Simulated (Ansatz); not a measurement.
HfO2 under changes of volume

One of the cells (10.955 Å³/atom); the others are scaled copies at fixed shape and fractional positions:

```
Hf O
1.0
     5.21946    0.00000    0.00000
     0.00000    5.00476    0.00000
     0.00000    0.00000    5.03269
Hf O
4 8
Direct
  0.96699 0.73252 0.74144
  0.53301 0.73252 0.24144
  0.46699 0.26748 0.74144
  0.03301 0.26748 0.24144
  0.63213 0.92865 0.87927
  0.86787 0.92865 0.37927
  0.23395 0.53988 0.49229
  0.26605 0.53988 0.99229
  0.76605 0.46012 0.99229
  0.73395 0.46012 0.49229
  0.13213 0.07135 0.87927
  0.36787 0.07135 0.37927
```

Measurements of this composition are mostly on another form, of space group No. 14.

```yaml
Program: Ansatz 0.2.0
Functional: PBE
Dispersion: D4
Potentials_or_basis: Ansatz PAW
Cutoff: "420 eV (not typed: the program's choice for these potentials)"
k_mesh: 5 × 6 × 5
Occupations: fermi-dirac, width 0.05 eV
Spin: no spin polarisation
```

```tsv
volume (Å³/atom)	energy over the lowest point (meV/atom)	pressure (GPa)	gap on the mesh (eV)	largest force (eV/Å)
10.298	68.63	25.5	4.69	0.359
10.517	38.57	18.5	4.62	0.267
10.736	17.74	12.1	4.55	0.183
10.955	5.13	6.4	4.48	0.107
11.175	0.00	1.2	4.41	0.067
11.394	?	?	?	?
11.613	9.31	-7.7	4.28	0.161
```

What does the run at 11.394 Å³/atom give?

Energy over the lowest point 1.59 meV/atom; pressure -3.5 GPa; gap on the mesh 4.35 eV; largest force 0.103 eV/Å.

Worked out: A Birch-Murnaghan fit of order 3 (a polynomial in V^(-2/3)) to the other rows has its minimum at 11.23 Å³/atom with B0 = V·E''(V) = 246 GPa and B' = 4.3 at fixed shape and positions, which overstates the stiffness. It gives 1.62 meV/atom at 11.394 Å³/atom, against the run's 1.59, and -dE/dV = -3.5 GPa, against -3.5. A straight line through the other rows of the gap, of slope -3.42 eV per unit of ln V, gives 4.35 eV, against the run's 4.35.

Energies are extrapolated to zero smearing.

Caveats: odd divisions of the mesh miss points on the zone boundary, where band edges often lie, so the gap on the mesh can be too wide; spin-orbit coupling is left out, which moves the levels of the heavy elements.

A mesh can miss the band edges.
